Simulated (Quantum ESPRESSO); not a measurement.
AlN:

```
Al N
1.0
     0.00000    2.18399    2.18399
     2.18399    0.00000    2.18399
     2.18399    2.18399    0.00000
Al N
1 1
Direct
  0.00000 0.00000 0.00000
  0.25000 0.25000 0.25000
```

Measurements of this composition are mostly on another form, of space group No. 186.

- Program: Quantum ESPRESSO 7.5
- Task: phonons
- Functional: PBE
- Potentials or basis: JTH 2.0 PBE
- Cutoff: 544 eV
- Density cutoff: 3265 eV
- k mesh: 6 × 6 × 6, shifted
- Occupations: fermi-dirac, width 0.05 eV
- Spin: no spin polarisation
- Mixing beta: 0.5
- Most SCF iterations: 120
- SCF threshold: 4e-10 Ry

The first run showed a gap, so the response started from a second, tighter run with fixed occupations.

How polar is the lattice: what are the Born charges, the two dielectric constants and the LO-TO splitting?

Born charges ±2.52 e; dielectric constants 4.60 (electrons alone) and 8.30 (static); transverse and longitudinal modes at 662 and 890 cm⁻¹.
